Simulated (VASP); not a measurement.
Input of a VASP 6.6.1 run:

POSCAR

```
SiC
1.0
    3.0760000000      0.0000000000      0.0000000000
   -1.5380000000      2.6638941420      0.0000000000
    0.0000000000      0.0000000000      5.0480000000
Si C
2 2
Direct
    0.6666666667      0.3333333333      0.5000000000
    0.3333333333      0.6666666667      0.0000000000
    0.6666666667      0.3333333333      0.8850000000
    0.3333333333      0.6666666667      0.3850000000
```

INCAR.step1

```
ALGO = Normal ; EDIFF = 1E-8
ENCUT = 450 ; GGA = PE
ISMEAR = 0 ; LASPH = True
LCHARG = False ; LREAL = False
LWAVE = True ; NELM = 60
PREC = Accurate ; SIGMA = 0.01
```

Contents of INCAR.step2:

```
ALGO = Exact ; EDIFF = 1E-8
ENCUT = 450 ; GGA = PE
ISMEAR = 0 ; ISTART = 1
LASPH = True ; LCHARG = False
LOPTICS = True ; LREAL = False
LWAVE = True ; NBANDS = 131
NELM = 1 ; PREC = Accurate
SIGMA = 0.01
```

File INCAR.step3:

```
ALGO = EVGW0 ; EDIFF = 1E-8
ENCUT = 450 ; ENCUTGW = 120
GGA = PE ; ISMEAR = 0
ISTART = 1 ; LASPH = True
LCHARG = False ; LREAL = False
LWAVE = False ; NBANDS = 131
NBANDSGW = 16 ; NELMGW = 4
NOMEGA = 50 ; PREC = Accurate
PRECFOCK = Fast ; SIGMA = 0.01
```

KPOINTS

```
k-points
0
Gamma
  6 6 4
```

Potentials or basis: VASP PAW PBE potentials, release 64 (Si_GW, C_GW).

Launch:

```sh
$ cat potpaw_PBE.64/Si_GW/POTCAR potpaw_PBE.64/C_GW/POTCAR > POTCAR
$ cp INCAR.step1 INCAR
$ mpirun -np 1 vasp_std > vasp.out
$ cp INCAR.step2 INCAR
$ mpirun -np 1 vasp_std > vasp.out
$ cp INCAR.step3 INCAR
$ mpirun -np 1 vasp_std > vasp.out
```

What does it give for the quasiparticle gap?

3.12 eV.

What does it give for the least direct quasiparticle gap?

5.17 eV.

Estimate the band gap on the k mesh, mean-field level.

2.32 eV, indirect (least direct gap 4.07 eV).

Quasiparticle gap after each update of the energies (eV): 2.99, 3.10, 3.12, 3.12

Caveat: bands, screening cutoff and mesh are small and nothing is extrapolated, so the quasiparticle values aren't converged. A k mesh can miss the band edges.
